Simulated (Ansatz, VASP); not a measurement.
# Cross-check of ZnGa47O72 (Zn_Ga acceptor, hole on a neighbouring O) between VASP and Ansatz

Aim: how closely do two programs agree when they are given the same cell, functional and k mesh? Of the first pair: The structure shown is the start of the Ansatz relaxation below; VASP solves that cell, so the two are compared at the walk's first step.

Program: Ansatz 0.2.0. Level of theory: plane waves, with VASP 6.6.1 beside it; single point at PBE. Results are calculated unless marked as measured.

### Step 1. The structure

The cell holds 120 atoms: 47 Ga, 72 O and 1 Zn. Its edges and angles: a = 12.456 Å, b = 9.250 Å, c = 11.754 Å, α = 90.0°, β = 103.7°, γ = 90.0°. It derives from Ga2O3 (Ga2O3 (C2/m)). Nearest the centre at fractional (0.504, 0.667, 0.372): O97 at 0.23 Å, Ga24 at 1.95 Å, Ga39 at 1.95 Å, Zn120 at 2.08 Å, O98 at 2.58 Å, O106 at 2.90 Å, O82 at 2.91 Å, O117 at 2.94 Å.

### Step 2. Ansatz: relaxation, PBE

Ansatz runs on its PAW soft_1 files.

The two programs are compared at the cell with which this relaxation starts, whose forces are those of its first step.

Input file input.yaml:

```yaml
crystal:
  checkpoint: "../q0_M1_trap.hrelax_smeared.run"
  host: checkpoint
basis:
  ecutwfc: 420
  xc_grid: 2
hamiltonian:
  xc: pbe
  pseudopotentials: { kind: paw, azcp: { folder: soft_1 } }
kpoints:
  mp_grid: { grid: [1, 1, 1] }
magnetization:
  spin_polarized: true
  initial_magnetization: 1
  spin_locking: { lock_magnetization: hard }
scf:
  occupations: { method: fermi_dirac, width: 0.01 }
  max_iter: 100
output:
  forces: true
  charged_corrections:
    epsilon: [4.21, 4.32, 4.34]
    static_epsilon: [[11.66, 0.0, -0.38], [0.0, 12.04, 0.0], [-0.38, 0.0, 13.67]]
    defect_position: [0.504, 0.666667, 0.371655]
relax:
  f_tol: 0.02
  max_steps: 60
  escape_saddle: false
checkpoint:
  read: "../q0_M1_trap.hrelax_smeared.run"
  write: "../q0_M1_trap.semirelax.run"
  compress: false
  write_wavefunctions: true
  write_every: 100000
```

Run with:

```
ansatz run input.yaml --threads 32 --pin off --max-ram 131891MiB --backend cuda --events-out ev --progress --plain --runs-dir out
```

Numbers of over 12 decimals in the logs are rounded to 6 here.

The program printed:

```text
Warning: checkpoint.read: hamiltonian.xc differs: saved {"exchange":"pbe","correlation":"pbe","exx":{"coeff":0.233,"omega":null}}, current pbe; the SCF iterates under this deck's functional from the saved state
crystal.checkpoint: the structure is that of <dir>, a `relax` run, at its step 9: its result, under {"exchange":"pbe","correlation":"pbe","exx":{"coeff":0.233,"omega":null}} at a charge of 0 e; 120 atoms read, 1 with a starting moment; this deck's functional is pbe; crystal.structure_sha256 for this input is
Engine: ansatz 0.2.0, aarch64-unknown-linux-gnu
Pseudopotentials: kind: paw
Pseudopotential: Ga, paw, valence charge 13, recommended cutoff 420 eV (normal), soft_1/Ga.paw.azcp
Pseudopotential: O, paw, valence charge 6, recommended cutoff 420 eV (normal), soft_1/O.paw.azcp
Pseudopotential: Zn, paw, valence charge 12, recommended cutoff 420 eV (normal), soft_1/Zn.paw.azcp
Functional definition: PBE
  parameter kappa = 0.804
  parameter beta = 0.066725
  exchange = pbe_x(kappa = kappa, mu = beta*pi^2/3)
  correlation = pbe_c(beta = beta)
[...]
Crystal: 120 atoms, lattice volume = 1315.757 Å³
Basis set: ecut = 420 eV, 25765 PW (Γ), exchange–correlation on 180×128×160 points (8 copies of the dense FFT grid, shifted against one another)
Bands: 648, of which v1, the nominal top of the filled ones, is band 528 counted from 1 (527 counted from 0)
Symmetry: 1 space group operations
Space group: P1 (ITA 1), of the structure as read, at distance tolerance 1.1e-4 Å
Magnetic group: BNS 1.1 (UNI 1), of the structure as read, at distance tolerance 1.1e-4 Å
k-points: 1
Non-local potential: Ga, projectors of the file, l = 0: 2, l = 1: 2, l = 2: 3, l = 3: 1
Non-local potential: O, projectors of the file, l = 0: 2, l = 1: 2, l = 2: 1
Non-local potential: Zn, projectors of the file, l = 0: 2, l = 1: 2, l = 2: 3, l = 3: 1
PAW form: soft (Blöchl's): semilocal exchange-correlation on the pseudo side does not see the compensation charge
PAW one-centre angular grid: Ga, 590 points (default); XC on 64 Gauss nodes
PAW one-centre angular grid: O, 110 points (default); XC on 64 Gauss nodes
PAW one-centre angular grid: Zn, 590 points (default); XC on 64 Gauss nodes
Initial density: read from a saved state, or passed on in memory by an earlier SCF of this step, an earlier step, the calling program or the single point that the run made first
Starting moments: Σ|m| = 1 μB on 1 of 120 sites; this step starts from the density that it was given
Initial wavefunctions: those read from a saved state, or passed on in memory by an earlier step or the calling program
[...]
Functional: x = pbe(κ = 0.804, μ = 0.219515), c = pbe(β = 0.066725)
iter 1 solved again at ethr=7.59e-4 eV; its pass at ethr=3.10e-3 eV (dr2=8.01e0 eV) is discarded
SCF iter   1: F=—  HF=-222013.996005 eV  |Δ(HF+E_count)|=         —  Δρ=2.08e-2 (↑9.34e-3 ↓2.08e-2)  dr2=8.07e0  dr2_m=9.72e-1  M=1.000 μB ∫|m|=1.278 μB  Hψ=4951
preconditioner: auto → Resta (q_TF=auto, 2.630 Å⁻¹)  ε∞=4.7  [insulator: Δε(μ)=0.199 eV  Ē_g=17.224 eV  σ=0.010 eV  W_gap=1.00  n_scr=398 (ndim 8)  ℏωp=33.3 eV  f_vac=0.034  D(μ)=0.01/eV (n_scr^D=0)  ε∞_Penn≈4.7]
spin=Collinear: Resta preconditioning applied to the charge; magnetization (m = ρ↑ − ρ↓) channel mixes plain (no charge-response kernel on spin).
SCF iter   2: F=—  HF=-222013.333793 eV  |Δ(HF+E_count)|=   6.62e-1  Δρ=8.21e-3 (↑6.76e-3 ↓8.21e-3)  dr2=1.70e0  dr2_m=3.70e-2  M=1.000 μB ∫|m|=1.144 μB  Hψ=2364
[...]
SCF iter  18: F=-222012.971468 eV  HF=-222012.971468 eV  |Δ(HF+E_count)|=   8.53e-9  Δρ=5.68e-7 (↑1.74e-7 ↓5.68e-7)  dr2=5.18e-9  dr2_m=8.55e-10  M=1.000 μB ∫|m|=1.126 μB  Hψ=3347
SCF 1 converged in 18 iterations: F = -222012.971468 eV  dr2 = 5.18e-9
  greatest PAW one-centre occupation: 0.998 electrons in one spin orbital (limit 2), on the Ga atom at site 42 (counted from 0), in its partial waves of l = 2
relax step   1: F+E_penalty+E_count = -222012.97146830 eV  Δ(F+E_penalty+E_count) = +0.000e0 eV  max|allowed force component| = 5.540e-1 eV/Å  Δτ_max = 0.0000 Å  (18 SCF iters, accepted)
[...]
iter 1 solved again at ethr=3.45e-4 eV; its pass at ethr=3.10e-3 eV (dr2=3.64e0 eV) is discarded
[...]
SCF 2 converged in 13 iterations: F = -222013.153880 eV  dr2 = 8.31e-8
[...]
SCF 3 converged in 15 iterations: F = -222013.328280 eV  dr2 = 3.09e-7
[...]
SCF 4 converged in 15 iterations: F = -222013.200203 eV  dr2 = 2.81e-7
[...]
SCF 5 converged in 19 iterations: F = -222013.384972 eV  dr2 = 8.36e-9
[...]
SCF 6 converged in 13 iterations: F = -222013.396437 eV  dr2 = 4.76e-8
[...]
SCF 7 converged in 15 iterations: F = -222013.399766 eV  dr2 = 6.30e-8
[...]
SCF iter   2: F=—  HF=-222013.396091 eV  |Δ(HF+E_count)|=   1.58e-4  Δρ=4.22e-4 (↑1.94e-4 ↓4.22e-4)  dr2=3.22e-3  dr2_m=4.02e-4  M=1.000 μB ∫|m|=1.132 μB  Hψ=1507
SCF iter   3: F=—  HF=-222013.399061 eV  |Δ(HF+E_count)|=   2.97e-3  Δρ=7.48e-4 (↑1.57e-4 ↓7.48e-4)  dr2=1.09e-2  dr2_m=1.52e-3  M=1.000 μB ∫|m|=1.130 μB  Hψ=2017  recentre
SCF iter   4: F=—  HF=-222013.401508 eV  |Δ(HF+E_count)|=   2.45e-3  Δρ=1.31e-4 (↑5.68e-5 ↓1.31e-4)  dr2=3.08e-4  dr2_m=4.39e-5  M=1.000 μB ∫|m|=1.131 μB  Hψ=1703
SCF iter   5: F=—  HF=-222013.395887 eV  |Δ(HF+E_count)|=   5.62e-3  Δρ=3.29e-5 (↑2.14e-5 ↓3.29e-5)  dr2=2.78e-5  dr2_m=3.22e-6  M=1.000 μB ∫|m|=1.131 μB  Hψ=1071
[...]
iter 11 did not close the SCF: its close was put off for a magnetic moment that had not settled (scf_convergence_deferred on its scf_iter line)
SCF iter  11: F=-222013.400859 eV  HF=-222013.400859 eV  |Δ(HF+E_count)|=   2.02e-8  Δρ=2.21e-6 (↑2.84e-7 ↓2.21e-6)  dr2=9.31e-8  dr2_m=1.39e-8  M=1.000 μB ∫|m|=1.131 μB  Hψ=3085
SCF iter  12: F=-222013.400859 eV  HF=-222013.400859 eV  |Δ(HF+E_count)|=   2.04e-9  Δρ=5.07e-7 (↑2.23e-7 ↓5.07e-7)  dr2=6.12e-9  dr2_m=5.79e-10  M=1.000 μB ∫|m|=1.131 μB  Hψ=2375
SCF 8 converged in 12 iterations: F = -222013.400859 eV  dr2 = 6.12e-9
relax step   8: F+E_penalty+E_count = -222013.40085871 eV  Δ(F+E_penalty+E_count) = -1.093e-3 eV  max|allowed force component| = 8.587e-3 eV/Å  Δτ_max = 0.0034 Å  (12 SCF iters, accepted)
[...]
NSCF: frozen V_eff on 1 k-points
the band table was solved once a step of the walk had ended and its energy, with any forces and stress, was formed, with the checks that follow a solve (5032 applications of the Hamiltonian). They found nothing against the state; the energy, forces and stress were not computed again (output.eigenvalues in the input reference)
SCF converged after 12 iterations
Stability checked in part: among states of this total moment the steps that led to this state did not find it unstable. No probe was made; neither looks for a lower state of another moment (fixed_total_moment; see scf.lower_state_search)
Magnetization: 1.0000 μB (528.0000 up, 527.0000 down)
Absolute magnetization: 1.1299 μB (∫|ρ↑−ρ↓|, with the PAW one-centre terms)
Spin contamination: 0.0011 ħ² per cell (⟨S²⟩ above its minimum at these occupations)
Per-site moments (μB) at R_I (Å): [(-0.000143923, 0.805163), (-1.818993461284183e-5, 0.810670), (5.705882621340254e-5, 0.811659), (-2.2600689827520597e-5, 0.811528), (0.00022524, 0.765734), (2.6901016760733676e-5, 0.765041), (4.192544010487415e-6, 0.766771), (-4.849249964742314e-5, 0.765887), (0.00051438,
Free energy (F): -222013.400859 eV
Harris-Foulkes:  -222013.400859 eV  (|F-HF|=2.65e-9)
Internal energy: -222013.389256 eV  (E = F + TS)
E sigma→0 (E₀):  -222013.395057 eV
Entropy (-TS):   -0.011603 eV (-0.097 meV/atom)
Fermi energy:    7.560631 (↑ 8.531320, ↓ 7.560539) eV
--- Per-component energies (eV) ---
  E_band       = -1726.169581
  E_kinetic    = 17532.328252
  E_local      = -86571.032381  (includes V_loc(G=0)·N_el)
  E_nonlocal   = 520.955615
  E_hartree    = 49710.912265
  E_xc         = -8119.109702
  E_vxc        = -9160.111103  (∫ρ·V_xc dr)
  E_paw        = -107679.560256  (= ΣΔE_a)
  E_vpaw       = -23470.179410  (= ΣTr[D̂ρ^β])
  E_aug_tail   = 0.045952  (compensation charges beyond the density's cutoff)
  E_ewald      = -87407.929001
  E_smearing   = -0.011603  (= −TS)
  E_closure    = 0.000000  (closes the sum)
  Σ components = -222013.400859   (vs F -222013.400859, Δ=0.00e0)
--- Forces (eV/Å), atoms counted from 1 ---
  atom   1  Ga     0.00014671     0.00291675    -0.00332641
  atom   2  Ga     0.00147715    -0.00011306     0.00462166
  atom   3  Ga    -0.00188358     0.00002377    -0.00076114
  atom   4  Ga    -0.00175503    -0.00012771    -0.00135476
  atom   5  Ga    -0.00122855    -0.00006162    -0.00620957
  atom   6  Ga     0.00224685     0.00062219    -0.00334597
  [... 114 more lines of this table ...]
  max |Σ_I F_I| component: 1.63e-5 eV/Å
--- Band table (eV) ---
  k-point 0 ↑: bands = ["-11.1040", "-10.8431", "-10.7692", "-10.7007", "-10.6528", "-10.4806", "-10.4675", "-10.4430", "-10.3674", "-10.3081", "-10.2915", "-10.2272", "-10.2221", "-10.2219", "-10.219
  k-point 0 ↓: bands = ["-11.0936", "-10.8354", "-10.7623", "-10.6803", "-10.6364", "-10.4659", "-10.4572", "-10.4273", "-10.3535", "-10.2953", "-10.2825", "-10.2160", "-10.2155", "-10.2103", "-10.208
--- Relaxed structure (8 steps of the walk, 7 accepted, 0 SCFs on fresh bases) ---
  F+E_penalty+E_count = -222013.40085871 eV   max|allowed force component| = 8.587e-3 eV/Å
  atoms:
    - { symbol: Ga, position: [0.341588, 0.000116969, 0.342101] }
    - { symbol: Ga, position: [0.841697, 0.166785, 0.343159] }
    - { symbol: Ga, position: [0.157767, 0.166785, 0.157620] }
    - { symbol: Ga, position: [0.659264, 0.000194178, 0.157464] }
    - { symbol: Ga, position: [0.410394, 0.166782, 0.102766] }
    - { symbol: Ga, position: [0.909733, 0.000381145, 0.102270] }
  [... 114 more lines of this table ...]
```

In the SCF lines HF is the Harris–Foulkes energy and dr2 the Hartree energy of the density residual, in eV; the loop may stop once dr2 is under the threshold and the program's other checks hold. Hψ counts applications of the Hamiltonian.

### Step 3. VASP: single point, PBE, start cell, pair 1

The same cell, functional, mesh and smearing now go to VASP, with its own data sets.

Lines of VASP's logs that name or quote its potential files are left out, and so is its time.

Input file INCAR:

```
SYSTEM = ZnGa47O72
PREC = Accurate
ENCUT = 520
EDIFF = 1E-06
NELM = 200
ISMEAR = -1
SIGMA = 0.01
LREAL = Auto
ALGO = Normal
GGA = PE
NBANDS = 624
ISPIN = 2
MAGMOM = -0 -0 0 -0 0 0 0 -0 -0 -0 0 -0 0 0 0 0 -0 -0 -0 -0 0 0 0 0 -0 -0 -0 -0 0 0 0 0 -0 -0 -0 0 0 0 0 0 -0 -0 -0 0 0 0 0 0 0.02 0.02 0 0.02 0 0 -0 0.01 0 0.02 0 0 0.01 0.02 0 -0 0 0 0 0.01 0 0 0 0 0.02 0.02 0 0.08 0 0 0 0.01 0 0.12 0 0 0.01 0.02 0 0.01 0 0 0 0.01 0 0.01 0 0 0.05 0.02 0 0.08 0 0 0 0 0 0.12 0 0 0.01 0.02 0 0.01 0 0 0 0 0 0.01 0 0.09
LORBIT = 11
LWAVE = .FALSE.
LCHARG = .FALSE.
ISIF = 2
NUPDOWN = 1
LASPH = .TRUE.
GGA_COMPAT = .FALSE.
NCORE = 4
```

Input file POSCAR:

```
ZnGa47O72
1.0
   12.4559539913      0.0000000000      0.0134573190
    0.0000000000      9.2496623056      0.0000000000
   -2.7954349481      0.0000000000     11.4171539369
Ga O Zn
47 72 1
Direct
    0.3411790153      0.9991351036      0.3422401648
    0.8420674173      0.1667087888      0.3426132337
[... 1 atom line left out ...]
    0.6590077741      0.0010811206      0.1565303868
[... 3 atom lines left out ...]
    0.5896713796      0.1666006768      0.3966894577
[... 3 atom lines left out ...]
    0.6581858299      0.0006486723      0.6576194579
[... 4 atom lines left out ...]
    0.3411790153      0.3341743620      0.3422401648
    0.8443343954      0.4991533580      0.3426981491
    0.1576524890      0.5006669267      0.1572965058
    0.6589471641      0.3327689053      0.1566180458
    0.4083497923      0.4962343325      0.1060250841
[... 2 atom lines left out ...]
    0.5956320490      0.4937477552      0.3964196694
[... 3 atom lines left out ...]
    0.6581661782      0.3325526812      0.6575318936
    0.4111971306      0.4978560133      0.6034311552
[... 3 atom lines left out ...]
    0.8443540471      0.8343007285      0.3427857135
    0.1576524890      0.8332196080      0.1572965058
    0.6634695358      0.6669432673      0.1592403404
    0.4084104023      0.8376522022      0.1059374252
[... 2 atom lines left out ...]
    0.5956320490      0.8395982192      0.3964196694
[... 3 atom lines left out ...]
    0.6578598185      0.6666189312      0.6586708922
    0.4111168689      0.8352737370      0.6034312498
[... 4 atom lines left out ...]
    0.5065281656      0.9996756638      0.3696353323
    0.4972081336      0.0006486723      0.1295689731
[... 11 atom lines left out ...]
    0.4976031462      0.0008648964      0.6321455974
[... 10 atom lines left out ...]
    0.5065281656      0.3335256897      0.3696353323
    0.4972081336      0.3330932415      0.1295689731
[... 1 atom line left out ...]
    0.3213819208      0.4893151610      0.2132471082
[... 2 atom lines left out ...]
    0.6781940116      0.4995858062      0.2831593009
[... 1 atom line left out ...]
    0.6562362826      0.5023967196      0.0551073256
    0.3411771345      0.4910449539      0.4488341577
[... 3 atom lines left out ...]
    0.4976031462      0.3323364571      0.6321455974
[... 4 atom lines left out ...]
    0.6744466542      0.5009912629      0.7833759451
[... 1 atom line left out ...]
    0.6579533379      0.5012074870      0.5539161289
[... 3 atom lines left out ...]
    0.5111316295      0.6666189312      0.3550903808
    0.4958869154      0.6669432673      0.1501535935
[... 1 atom line left out ...]
    0.3214425308      0.8443551496      0.2131594493
    0.8272775743      0.6668351553      0.2155412001
    0.1644705714      0.6667270432      0.2771081729
    0.6782742733      0.8338682803      0.2831592063
    0.1594691517      0.6669432673      0.0530652364
    0.6562559343      0.8314898151      0.0551948899
    0.3412573962      0.8421929085      0.4488340631
    0.8413646958      0.6667270432      0.4446535025
[... 2 atom lines left out ...]
    0.4952447371      0.6666189312      0.6259296645
[... 2 atom lines left out ...]
    0.8246571901      0.6667270432      0.7150558160
[... 3 atom lines left out ...]
    0.6579533379      0.8320303753      0.5539161289
[... 2 atom lines left out ...]
    0.3328512467      0.6666189312      0.3466293558
```

Input file KPOINTS:

```
Automatic mesh
0
Gamma
1 1 1
0 0 0
```

Potentials, in the order of the species: Ga_d, O and Zn (PBE family, release 64).

Run with:

```
mpirun -np 16 vasp_gam
```

The program printed:

```text
[banner, memory and clock lines left out]
running   16 mpi-ranks, on    1 nodes
[...]
LDA part: xc-table for (Slater+PW92), standard interpolation
 POSCAR, INCAR and KPOINTS ok, starting setup
[...]
entering main loop
       N       E                     dE             d eps       ncg     rms          rms(c)
DAV:   1     0.303983686398E+05    0.30398E+05   -0.39495E+05  2776   0.340E+03
DAV:   2     0.748374784999E+04   -0.22915E+05   -0.21843E+05  2496   0.953E+02
DAV:   3     0.425753689418E+03   -0.70580E+04   -0.65392E+04  3320   0.372E+02
DAV:   4    -0.739446102635E+03   -0.11652E+04   -0.11373E+04  3184   0.157E+02
[...]
DAV:  20    -0.709300423462E+03   -0.91119E-05   -0.90926E-05  3000   0.259E-02    0.118E-02
DAV:  21    -0.709300425049E+03   -0.15869E-05   -0.22673E-05  2952   0.217E-02    0.451E-03
DAV:  22    -0.709300424975E+03    0.74273E-07   -0.34485E-06  2224   0.133E-02
   1 F= -.70930042E+03 E0= -.70929956E+03  d E =-.172912E-02  mag=     1.0000
```

Parts of OUTCAR (step 3):

```text
 magnetization (x)
# of ion       s       p       d       tot
------------------------------------------
    1       -0.000  -0.000   0.000  -0.000
    2       -0.000   0.000   0.000   0.000
    3       -0.000  -0.000   0.000   0.000
    4       -0.000  -0.000   0.000  -0.000
    5       -0.000  -0.000  -0.000  -0.000
    6       -0.000  -0.000   0.000   0.000
[...]
118        0.000   0.008   0.000   0.008
  119        0.000   0.001   0.000   0.001
  120       -0.002  -0.002   0.019   0.015
--------------------------------------------------
tot         -0.000   0.815   0.035   0.850
```

The run ends at a pressure of 2.19 GPa, with forces up to 0.61 eV/Å.

### Step 4. Comparison

Known differences besides the potentials themselves: VASP starts from the moments at which Ansatz ended; the cutoff is 420 eV in Ansatz and 520 eV in VASP (PREC = Accurate, projectors in real space). Total energies have different zeros and are not compared.

Forces on 8 of the 120 atoms, those with the largest forces and the largest differences (eV/Å; atoms numbered as in POSCAR):

```tsv
atom	Ansatz x, y, z	VASP x, y, z
Ga24	-0.276, 0.554, -0.033	-0.270, 0.535, -0.025
Ga39	-0.277, -0.552, -0.035	-0.262, -0.554, -0.028
O93	0.225, -0.080, 0.228	0.243, -0.070, 0.223
O97	-0.250, -0.001, 0.255	-0.281, 0.007, 0.235
O98	0.149, -0.001, -0.379	0.159, -0.002, -0.365
O106	-0.280, -0.113, -0.122	-0.297, -0.100, -0.098
O117	0.225, 0.081, 0.229	0.240, 0.076, 0.230
Zn120	0.437, 0.006, 0.054	0.471, 0.002, 0.040
```

The forces differ by 11 meV/Å r.m.s., which is 10.3 % of the r.m.s. force of 0.104 eV/Å (both taken over all components). Moments aren't recorded for both runs of this pair, so they may hold unlike magnetic states.

### Step 5. Ansatz: relaxation, PBE

This run makes the geometry at which the two programs are then compared.

The structure compared here is the end of the Ansatz relaxation.

input.yaml is that of step 2.

Run with:

```
ansatz run input.yaml --threads 32 --pin off --max-ram 131891MiB --backend cuda --events-out ev --progress --plain --runs-dir out
```

The program printed:

```text
[...]
Crystal: 120 atoms, lattice volume = 1315.757 Å³
Basis set: ecut = 420 eV, 25765 PW (Γ), exchange–correlation on 180×128×160 points (8 copies of the dense FFT grid, shifted against one another)
Bands: 648, of which v1, the nominal top of the filled ones, is band 528 counted from 1 (527 counted from 0)
Symmetry: 1 space group operations
[...]
atoms:
    - { symbol: Ga, position: [0.341588, 0.000116969, 0.342101] }
    - { symbol: Ga, position: [0.841697, 0.166785, 0.343159] }
    - { symbol: Ga, position: [0.157767, 0.166785, 0.157620] }
    - { symbol: Ga, position: [0.659264, 0.000194178, 0.157464] }
    - { symbol: Ga, position: [0.410394, 0.166782, 0.102766] }
    - { symbol: Ga, position: [0.909733, 0.000381145, 0.102270] }
  [... 114 more lines of this table ...]
[key lines of the parts left out:]
SCF converged after 12 iterations
Magnetization: 1.0000 μB (528.0000 up, 527.0000 down)
Free energy (F): -222013.400859 eV
Fermi energy:    7.560631 (↑ 8.531320, ↓ 7.560539) eV
```

(Part 1 of 2 ends here.)

[Lines on the potential files, build, host, timing and source positions are cut from VASP's logs without a mark.]

[Logs are printed without paths, hosts, clocks, repeated set-up lines and the standing remarks that a program may print on its own settings, such as how far it seeks lower states.]

[Hosts, paths, dates, database ids (printed as entryN), source tags and the programs' standing remarks are cut or masked in the printed files.]
